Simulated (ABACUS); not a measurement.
# C (Fd-3m) in ABACUS: a series of runs, part 2 of 2

ABACUS 3.10.1. The steps go on from the part before.

### Step 3. Relaxation of cell and atoms, revTPSS

Contents of run_abacus.py:

```python
"""ABACUS run from a structure file: ASE reads it, the script writes STRU, KPT and INPUT."""
import re
import subprocess
from ase.io import read
from ase.units import Bohr

atoms = read("POSCAR")
atoms = atoms[(-atoms.numbers).argsort(kind="stable")]  # ABACUS lists atoms element by element
pseudo = {'C': 'C_ONCV_PBE-1.2.upf'}
orbital = {}
magmoms = None
kmesh = [8, 8, 8]
params = {
    'suffix': 'C',
    'calculation': 'cell-relax',
    'basis_type': 'pw',
    'pseudo_dir': './',
    'symmetry': 1,
    'dft_functional': 'MGGA_X_REVTPSS+MGGA_C_REVTPSS',
    'ecutwfc': 95,
    'pseudo_rcut': 10,
    'nspin': 1,
    'nbands': 8,
    'ks_solver': 'dav',
    'smearing_method': 'fd',
    'smearing_sigma': 0.00367493,
    'scf_thr': 1e-08,
    'scf_nmax': 100,
    'mixing_type': 'broyden',
    'mixing_beta': 0.7,
    'cal_force': 1,
    'cal_stress': 1,
    'mixing_tau': 1,
    'relax_nmax': 60,
    'force_thr_ev': 0.02,
    'relax_method': 'cg',
    'out_stru': 1,
    'stress_thr': 1,
    'kpar': 4,
}

symbols = atoms.get_chemical_symbols()
elements = list(dict.fromkeys(symbols))
lines = ["ATOMIC_SPECIES"] + [f"{e} {atoms.get_masses()[symbols.index(e)]:.4f} {pseudo[e]}" for e in elements]
if orbital:
    lines += ["", "NUMERICAL_ORBITAL"] + [orbital[e] for e in elements]
lines += ["", "LATTICE_CONSTANT", f"{1 / Bohr:.10f}", "", "LATTICE_VECTORS"]
lines += [" ".join(f"{x:.10f}" for x in v) for v in atoms.cell]
lines += ["", "ATOMIC_POSITIONS", "Direct"]
for e in elements:
    lines += ["", e, "0.0", str(symbols.count(e))]
    for i, p in enumerate(atoms.get_scaled_positions(wrap=False)):
        if symbols[i] == e:
            mag = "" if magmoms is None else " mag " + " ".join(str(x) for x in (magmoms[i] if isinstance(magmoms[i], list) else [magmoms[i]]))
            lines.append(" ".join(f"{x:.10f}" for x in p) + " 1 1 1" + mag)
open("STRU", "w").write("\n".join(lines) + "\n")
open("KPT", "w").write("K_POINTS\n0\nGamma\n%d %d %d 0 0 0\n" % tuple(kmesh))
open("INPUT", "w").write("INPUT_PARAMETERS\n" + "".join(f"{k:<20s}{v}\n" for k, v in params.items()))

done = subprocess.run(['mpirun', '-np', '4', 'abacus'])
if done.returncode:
    raise SystemExit(done.returncode)
log = open("OUT.C/running_cell-relax.log").read()
print("final energy (eV):", re.findall(r"FINAL_ETOT_IS (\S+)", log))
```

Contents of POSCAR:

```
C
1.0
    0.0000000000      1.7833700000      1.7833700000
    1.7833700000      0.0000000000      1.7833700000
    1.7833700000      1.7833700000      0.0000000000
C
2
Direct
    0.7500000000      0.7500000000      0.7500000000
    0.5000000000      0.5000000000      0.5000000000
```

Potentials or basis: SG15 ONCV 1.2 PBE, plane waves.

On the command line:

```console
$ OMP_NUM_THREADS=1 python run_abacus.py > log
```

running log:

```text
ABACUS v3.10.1

               Atomic-orbital Based Ab-initio Computation at UStc

 ------------------------------------------------------------------------------------

 READING GENERAL INFORMATION
                           global_out_dir = OUT.C/
                           global_in_card = INPUT
                               pseudo_dir = ./
                              orbital_dir =
                                    DSIZE = 4
                                    GSIZE = 1

 READING UNITCELL INFORMATION
                                    ntype = 1
                  lattice constant (Bohr) = 1.88973
              lattice constant (Angstrom) = 1

 READING ATOM TYPE 1
                               atom label = C
                      L=0, number of zeta = 1
                      L=1, number of zeta = 1
                      L=2, number of zeta = 1
             number of atom for this type = 2

                        TOTAL ATOM NUMBER = 2
DIRECT COORDINATES
    atom                   x                   y                   z     mag                  vx                  vy                  vz
taud_C1            0.7500000000        0.7500000000        0.7500000000  0.0000        0.0000000000        0.0000000000        0.0000000000
[... 399 lines left out ...]
    atom                   x                   y                   z     mag                  vx                  vy                  vz
taud_C1            0.7500000000        0.7500000000        0.7500000000  0.0000        0.0000000000        0.0000000000        0.0000000000
taud_C2            0.5000000000        0.5000000000        0.5000000000  0.0000        0.0000000000        0.0000000000        0.0000000000

                          Volume (Bohr^3) = 76.323258
                             Volume (A^3) = 11.309926
[... 10 lines left out ...]
 -------------------------------------------
 STEP OF RELAXATION : 3
 -------------------------------------------

[... set-up of the moved cell ...]

 PW ALGORITHM --------------- ION=   3  ELEC=   1--------------------------------
 Notice: Threshold on eigenvalues was too large.
 hsover_error=0.080000 > DRHO=0.000018
 Origin diag ethr = 0.010000
 New diag ethr = 0.000000

 Density error is 0.000017344716
                          Error Threshold = 0.000000222515
----------------------------------------------------------
     Energy           Rydberg                 eV
----------------------------------------------------------
 E_KohnSham     -22.7301865726       -309.2600539911
 E_Harris       -22.7382398319       -309.3696242047
 E_Fermi        1.1782284073         16.0306198852
----------------------------------------------------------

[... 2 further cycles ...]
 PW ALGORITHM --------------- ION=   3  ELEC=   4--------------------------------

 Density error is 0.000000001065
                          Error Threshold = 0.000000000172
----------------------------------------------------------
     Energy           Rydberg                 eV
----------------------------------------------------------
 E_KohnSham     -22.7301885232       -309.2600805293
 E_KS(sigma->0) -22.7301885232       -309.2600805293
 E_Harris       -22.7302289160       -309.2606301014
 E_band         2.5367603579         34.5143953280
 E_one_elec     8.0172473166         109.0802457812
 E_Hartree      1.9063111103         25.9366932601
 E_xc           -7.0536441871        -95.9697526092
 E_Ewald        -25.6001027629       -348.3072669614
 E_entropy(-TS) -0.0000000000        -0.0000000000
 E_descf        0.0000000000         0.0000000000
[... 90 lines left out ...]
 Largest gradient in stress is 0.093787 kbar.
 Threshold is 1.000000 kbar.

 Relaxation is converged!

 --------------------------------------------
 !FINAL_ETOT_IS -309.2600805293091639 eV
 --------------------------------------------
```

INPUT:

```text
INPUT_PARAMETERS
suffix              C
calculation         cell-relax
basis_type          pw
pseudo_dir          ./
symmetry            1
dft_functional      MGGA_X_REVTPSS+MGGA_C_REVTPSS
ecutwfc             95
pseudo_rcut         10
nspin               1
nbands              8
ks_solver           dav
smearing_method     fd
smearing_sigma      0.00367493
scf_thr             1e-08
scf_nmax            100
mixing_type         broyden
mixing_beta         0.7
cal_force           1
cal_stress          1
mixing_tau          1
relax_nmax          60
force_thr_ev        0.02
relax_method        cg
out_stru            1
stress_thr          1
kpar                4
```

It took 8.5 s on 4 MPI ranks of Intel Xeon 6975P-C (Granite Rapids), shared host; peak memory 0.36 GiB.

Results:

```
Free energy                            : -309.2601 eV
Relaxed volume                         : 5.65 Å³/atom
Relaxed cell                           : a = 2.520 Å, b = 2.520 Å, c = 2.520 Å, α = 60.00°, β = 60.00°, γ = 60.00°
Space group after relaxing (to 0.05 Å) : Fd-3m (No. 227)
Energy gained by relaxing              : 0.1 meV/atom
Ionic steps                            : 3
Pressure after relaxing                : 0.0 GPa
Band gap on the k mesh                 : 4.13 eV, indirect (least direct gap 5.77 eV)
```

The path:
```tsv
step	energy change (eV)	largest force (eV/Å)	pressure (GPa)	volume (Å³)
1	0.0000	0.0000	-1.30	11.34
2	0.0001	0.0000	1.71	11.27
3	-0.0001	0.0000	-0.01	11.31
```

Final structure:
```xyz
2
Lattice="0.0000 1.7816 1.7816 1.7816 0.0000 1.7816 1.7816 1.7816 0.0000" Properties=species:S:1:pos:R:3 pbc="T T T"
C     2.6724    2.6724    2.6724
C     1.7816    1.7816    1.7816
```

Caveat: the potentials were made for another functional, which shifts forces and pressure. A k mesh can miss the band edges.
